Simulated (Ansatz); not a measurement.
Write the native input for Ansatz 0.2.0 that does the following.

```yaml
Task: single point
Functional: PBE
Potentials_or_basis: Ansatz PAW
Cutoff: "420 eV (not typed: the program's choice for these potentials)"
k_mesh: 8 × 8 × 8
Occupations: gaussian, width 0.02 eV
Spin: no spin polarisation
```

Sb:

```xyz
1
Lattice="3.1600 0.0000 0.0000 0.0000 3.1600 0.0000 0.0000 0.0000 3.1600" Properties=species:S:1:pos:R:3 pbc="T T T"
Sb    0.0000    0.0000    0.0000
```

This isn't the form of Sb at room conditions, which is rhombohedral.

One way to write it, as run:

input.yaml

```yaml
crystal:
  lattice:
    - [3.16, 0.0, 0.0]
    - [0.0, 3.16, 0.0]
    - [0.0, 0.0, 3.16]
  atoms:
    - { symbol: Sb, position: [0.0, 0.0, 0.0] }
hamiltonian:
  xc: pbe
  pseudopotentials: { kind: paw }
kpoints:
  mp_grid: { grid: [8, 8, 8] }
scf:
  occupations: { method: gaussian, width: 0.02 }
output:
  forces: true
  stress: true
  eigenvalues: true
```

Potentials or basis: Ansatz PAW.

Run with:

```sh
$ ansatz run input.yaml --threads 2 --pin off --max-ram 5632MiB --backend cpu --events-out ev --progress --plain --runs-dir out
```

It gave:

The pressure is -2.3 GPa and the band gap on the k mesh is none (metal or under the smearing width).

Run time: 0.46 s on 2 threads of Arm Neoverse V2, on a shared host, peak memory 0.27 GiB.
